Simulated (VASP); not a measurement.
All values below come from PBEsol GGA, VASP's PBE PAW potentials (set 64) (plane waves; VASP).

The input files of a VASP run:

**INCAR**
```
SYSTEM=Li2O
PREC=Accurate; ENCUT=620; LREAL=.FALSE.
LASPH=.TRUE.
EDIFF=1E-6; NELM=100; ALGO=Normal
ISMEAR=0; SIGMA=0.05
GGA=PS
IBRION=2; NSW=40; ISIF=3
EDIFFG=-0.02; PSTRESS=200
LWAVE=.FALSE.; LCHARG=.FALSE.
```

POSCAR:
```
Li2O
1.0
  0.0000000000   2.1636135659   2.1636135659
  2.1636135659   0.0000000000   2.1636135659
  2.1636135659   2.1636135659   0.0000000000
Li O
2 1
Cart
  1.0818067829   1.0818067829   1.0818067829
  3.2454203488   3.2454203488   3.2454203488
  0.0000000000   0.0000000000   0.0000000000
```

File KPOINTS:
```
K-points
0
gamma
 9 9 9
```

POTCAR, in this order: Li_sv O (PBE.64 set). Program: vasp_std.

The resulting files:

File OUTCAR:
```
 ion  position               nearest neighbor table
   1  0.250  0.250  0.250-   3 1.87   3 1.87   3 1.87   3 1.87   2 2.16   2 2.16   2 2.16   2 2.16
                             2 2.16   2 2.16
   2  0.750  0.750  0.750-   3 1.87   3 1.87   3 1.87   3 1.87   1 2.16   1 2.16   1 2.16   1 2.16
                             1 2.16   1 2.16
   3  0.000  0.000  0.000-   2 1.87   2 1.87   2 1.87   1 1.87   1 1.87   1 1.87   2 1.87   1 1.87
  LATTYP: Found a face centered cubic cell.
 ALAT       =     4.3272271318
 Subroutine PRICEL returns:
 Original cell was already a primitive cell.
 Subroutine GETGRP returns: Found 48 space group operations
The static configuration has the point symmetry O_h .
The dynamic configuration has the point symmetry O_h .
 Subroutine INISYM returns: Found 48 space group operations
 Subroutine IBZKPT returns following result:
 Found     35 irreducible k-points:

 Following reciprocal coordinates:
            Coordinates               Weight
  0.000000  0.000000  0.000000      1.000000
  0.111111  0.000000  0.000000      8.000000
  0.222222  0.000000  0.000000      8.000000
  0.333333  0.000000  0.000000      8.000000
  0.444444  0.000000  0.000000      8.000000
  0.111111  0.111111  0.000000      6.000000
  0.222222  0.111111  0.000000     24.000000
  0.333333  0.111111  0.000000     24.000000
  0.444444  0.111111  0.000000     24.000000
 -0.444444  0.111111  0.000000     24.000000
 -0.333333  0.111111  0.000000     24.000000
 -0.222222  0.111111  0.000000     24.000000
 -0.111111  0.111111  0.000000     12.000000
  0.222222  0.222222  0.000000      6.000000
  0.333333  0.222222  0.000000     24.000000
  0.444444  0.222222  0.000000     24.000000
 -0.444444  0.222222  0.000000     24.000000
 -0.333333  0.222222  0.000000     24.000000
 -0.222222  0.222222  0.000000     12.000000
  0.333333  0.333333  0.000000      6.000000
  0.444444  0.333333  0.000000     24.000000
...
```

File OSZICAR:
```
       N       E                     dE             d eps       ncg     rms          rms(c)
DAV:   1     0.469347400711E+02    0.46935E+02   -0.71956E+03   700   0.150E+03
DAV:   2    -0.111184074534E+02   -0.58053E+02   -0.55407E+02   804   0.274E+02
DAV:   3    -0.161534833792E+02   -0.50351E+01   -0.50145E+01  1254   0.666E+01
DAV:   4    -0.162024482793E+02   -0.48965E-01   -0.48919E-01   956   0.743E+00
DAV:   5    -0.162028864952E+02   -0.43822E-03   -0.43817E-03  1032   0.458E-01    0.725E+00
DAV:   6    -0.145438321504E+02    0.16591E+01   -0.79543E+00   702   0.192E+01    0.254E+00
DAV:   7    -0.145284157725E+02    0.15416E-01   -0.15441E-01   802   0.392E+00    0.148E+00
DAV:   8    -0.145279503756E+02    0.46540E-03   -0.65736E-02   710   0.310E+00    0.315E-01
DAV:   9    -0.145271878931E+02    0.76248E-03   -0.90541E-03   918   0.878E-01    0.118E-01
DAV:  10    -0.145274543466E+02   -0.26645E-03   -0.10899E-03   762   0.367E-01    0.411E-02
DAV:  11    -0.145274415248E+02    0.12822E-04   -0.47800E-05   916   0.102E-01    0.880E-03
DAV:  12    -0.145274409460E+02    0.57889E-06   -0.40636E-06   814   0.260E-02
   1 F= -.11998792E+02 E0= -.11998792E+02  d E =-.119988E+02
```

**OUTCAR**
```
------------------------ aborting loop because EDIFF is reached ----------------------------------------
  FORCE on cell =-STRESS in cart. coord.  units (eV):
  Direction    XX          YY          ZZ          XY          YZ          ZX
  --------------------------------------------------------------------------------------
  Total        2.5379487      2.5379487      2.5379487      0.0000000      0.0000000     -0.0000000
  in kB      200.7355692    200.7355692    200.7355692      0.0000000      0.0000000     -0.0000000
  external PRESSURE =       0.7355692 kB  Pullay stress =     200.0000000 kB
  volume of cell :       20.26
      direct lattice vectors                 reciprocal lattice vectors
     0.000000000  2.163613566  2.163613566    -0.231094872  0.231094872  0.231094872
     2.163613566  0.000000000  2.163613566     0.231094872 -0.231094872  0.231094872
     2.163613566  2.163613566  0.000000000     0.231094872  0.231094872 -0.231094872
 POSITION                                       TOTAL-FORCE (eV/Angst)
 -----------------------------------------------------------------------------------
      1.08181      1.08181      1.08181        -0.000000     -0.000000     -0.000000
      3.24542      3.24542      3.24542         0.000000      0.000000      0.000000
      0.00000      0.00000      0.00000        -0.000000     -0.000000      0.000000
 -----------------------------------------------------------------------------------
    total drift:                                0.000000      0.000000      0.000000
  FREE ENERGIE OF THE ION-ELECTRON SYSTEM (eV)
  ---------------------------------------------------
  free  energy   TOTEN  =       -14.5274409460 eV

  energy  without entropy=      -14.5274409460  energy(sigma->0) =      -14.52744095
  enthalpy is  TOTEN    =       -11.9987922548 eV   P V=        2.5286486912

 reached required accuracy - stopping structural energy minimisation
```
(Selected blocks of OUTCAR.)

The compound is Li2O in the antifluorite structure. It was relaxed first under an external pressure of 20 GPa.
